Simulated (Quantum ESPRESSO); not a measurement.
## TePb under changes of volume

One of the cells (33.730 Å³/atom); the others are scaled copies at fixed shape and fractional positions:

```xyz
2
Lattice="0.0000 3.2310 3.2310 3.2310 0.0000 3.2310 3.2310 3.2310 0.0000" Properties=species:S:1:pos:R:3 pbc="T T T"
Pb    0.0000    0.0000    0.0000
Te    3.2310    3.2310    3.2310
```

```yaml
Program: Quantum ESPRESSO 7.5
Functional: r2SCAN
Potentials_or_basis: SG15 PBE 1.2
Cutoff: 952 eV
Density_cutoff: 3810 eV
k_mesh: 5 × 5 × 5
Occupations: fermi-dirac, width 0.05 eV
Spin: no spin polarisation
```

| volume (Å³/atom) | energy over the lowest point (meV/atom) | pressure (GPa) |
| --- | --- | --- |
| 31.706 | ? | ? |
| 32.380 | 11.83 | 2.4 |
| 33.055 | 3.79 | 1.4 |
| 33.730 | 0.00 | 0.4 |
| 34.404 | 0.04 | -0.5 |
| 35.079 | 3.53 | -1.2 |
| 35.753 | 10.14 | -1.9 |

What does the run at 31.706 Å³/atom give?

Energy over the lowest point 24.62 meV/atom; pressure 3.6 GPa.

Worked out: A Birch-Murnaghan fit of order 3 (a polynomial in V^(-2/3)) to the other rows has its minimum at 34.06 Å³/atom with B0 = V·E''(V) = 44 GPa and B' = 4.2. It gives 24.56 meV/atom at 31.706 Å³/atom, against the run's 24.62, and -dE/dV = 3.6 GPa, against 3.6.

Energies are extrapolated to zero smearing.

Caveats: the potentials were made for another functional, which shifts forces and pressure.
